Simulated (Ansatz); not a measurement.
# Ge-73 nuclear quadrupole resonance in GeSe

Cell: an entry of the Crystallography Open Database (COD) whose atoms were relaxed with PBE, the cell held.

```cif
data_GeSe
_symmetry_space_group_name_H-M 'Pnma'
_symmetry_Int_Tables_number 62
_cell_length_a 10.8200
_cell_length_b 3.8500
_cell_length_c 4.4000
_cell_angle_alpha 90.000
_cell_angle_beta 90.000
_cell_angle_gamma 90.000
loop_
_atom_site_label
_atom_site_type_symbol
_atom_site_symmetry_multiplicity
_atom_site_Wyckoff_symbol
_atom_site_fract_x
_atom_site_fract_y
_atom_site_fract_z
Ge Ge 4 c 0.1201 0.2500 0.1156
Se Se 4 c 0.8547 0.2500 0.4941
```

One atom of each set is listed.

The numbers come from a DFT calculation in Ansatz (r2SCAN, plane waves and PAW, scalar-relativistic, 500 eV cutoff, Γ-centred 4×11×10 k-points, Fermi–Dirac smearing 0.02 eV).

Ge-73: I = 9/2, Q = -196.0 mb (year-2017 value). Static lattice, zero field.

(1) The simulated lines lie at 2.03, 2.61, 4.09, 4.64, 5.50 MHz. What are |C_Q|, η and |V_zz| at Ge?

Answers

(1) For I = 9/2 and η = 0 the lines are |C_Q|/24 times 1, 2, 3 and 4; η shifts the lowest up most. At large η the states mix, and weaker lines appear at sums of the main ones; lines under 5 % of the strongest are left out. Here |C_Q| = 33.2 MHz, η = 0.26 and |V_zz| = 7.00 × 10²¹ V/m². The calculation gives V_zz negative; the lines don't show the sign. The site has 3 Se at 2.58–2.59 Å; also 3 Se at 3.31–3.32 Å.

At Ge V_zz stands upright on the plane through its three neighbours (within 9°).

The largest force is 0.3 eV/Å, so the atoms aren't at the calculated equilibrium and relaxing them would move these values.
